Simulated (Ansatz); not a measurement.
## Ga: what symmetry allows forces and stress to be

```
CELL_PARAMETERS angstrom
1.44720 -3.89814 0.00000
1.48452 3.91145 0.00000
0.00000 0.00000 2.98389
ATOMIC_POSITIONS crystal
Ga 0.85859 0.13095 0.25000
Ga 0.14141 0.86905 0.75000
```

Theory: DFT PBEsol, scalar-relativistic, plane waves, PAW (Ansatz 0.2.0).

Settings: cutoff 420 eV, Γ-centred mesh 14×14×12 on the computed 2-atom cell, Gaussian smearing of 0.10 eV; no spin polarisation.

This distorted cell has space group P2_1/m, with 4 operations.

Q: Without a calculation: in which directions can each atom feel a force?

A: A force must be left unchanged by every operation that keeps its atom in place, so it lies in the space that those operations leave fixed. Atoms that the group maps onto each other feel forces of one size.
| atom | site symmetry | operations at the site | equivalent to atom | allowed force (Cartesian) |
| --- | --- | --- | --- | --- |
| Ga1 | m | 2 | 1 | in the plane normal to (0.00, 0.00, 1.00) |
| Ga2 | m | 2 | 1 | in the plane normal to (0.00, 0.00, 1.00) |

That leaves 2 independent force components of 6. A relaxation in this cell that keeps the symmetry moves the atoms in these directions alone.

Q: And the stress tensor?

A: It must be invariant under the point group, which leaves 4 independent components: yz, xz vanish.

Q: Do the computed values obey this?

A: Yes. Forces (eV/Å):
```
Ga1  0.037  0.151  0.000
Ga2 -0.037 -0.151  0.000
```

Stress (GPa, compression positive, xx yy zz yz xz xy): 0.82 5.65 7.39 0.00 0.00 -0.23. The program imposes the same operations on density, forces and stress, so this confirms the analysis and is no independent test of the calculation.

This form isn't the element's structure at ambient conditions.